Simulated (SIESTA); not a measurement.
Ag under changes of volume

One of the cells (17.048 Å³/atom); the others are scaled copies at fixed shape and fractional positions:

```
Ag
1.0
     0.00000    2.04275    2.04275
     2.04275    0.00000    2.04275
     2.04275    2.04275    0.00000
Ag
1
Direct
  0.00000 0.00000 0.00000
```

* Program: SIESTA 5.4.2
* Functional: PBE
* Potentials or basis: PseudoDojo 0.4 standard (PBE files)
* Basis: DZ (energy shift 0.003 Ry; two zetas on semicore shells)
* Grid cutoff: 800 Ry
* Energy shift: 0.003 Ry
* k mesh: 11 × 11 × 11
* Occupations: fermi-dirac, width 0.05 eV
* Spin: no spin polarisation

```csv
volume (Å³/atom),energy over the lowest point (meV/atom),pressure (GPa)
16.025,45.79,11.4
16.366,25.12,8.2
16.707,10.94,5.3
17.048,?,?
17.389,0.00,0.4
17.730,1.32,-1.7
18.071,6.75,-3.5
```

**Question.** What does the run at 17.048 Å³/atom give?

**Answer.** Energy over the lowest point 3.05 meV/atom; pressure 2.6 GPa.

Worked out: A Birch-Murnaghan fit of order 3 (a polynomial in V^(-2/3)) to the other rows has its minimum at 17.44 Å³/atom with B0 = V·E''(V) = 105 GPa and B' = 6.1. It gives 2.91 meV/atom at 17.048 Å³/atom, against the run's 3.05, and -dE/dV = 2.6 GPa, against 2.6.

Energies are extrapolated to zero smearing.

Caveats: the basis has no polarisation orbitals; short orbitals over semicore shells can move pressures by several GPa; the basis of atomic orbitals isn't converged, which shifts pressures, moduli and gaps.
